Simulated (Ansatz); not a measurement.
The calculation used DFT, PBE, plane waves (420 eV) with PAW, scalar-relativistic (Ansatz).

An element in the simple cubic structure gives this curve. The cell is scaled uniformly from the relaxed one, with fractional coordinates and shape fixed. Energies are extrapolated to zero smearing, pressures are those at the given smearing. Magnetic state: spin not included.

| V (Å³/atom) | E − E₀ (meV/atom) | P (GPa) |
| --- | --- | --- |
| 19.961 | 90.7 | 12.07 |
| 20.868 | 37.2 | 7.17 |
| 21.775 | 8.6 | 3.24 |
| 22.682 | 0.0 | 0.10 |
| 23.590 | 7.3 | -2.42 |
| 24.497 | 27.3 | -4.42 |
| 25.404 | 57.5 | -6.02 |

(1) Which element is it?
A. lithium
B. selenium
C. silver
D. hafnium

Results:

(1) B. Its fit is V₀ = 22.69 Å³/atom, B₀ = 70 GPa, B₀′ = 4.6.
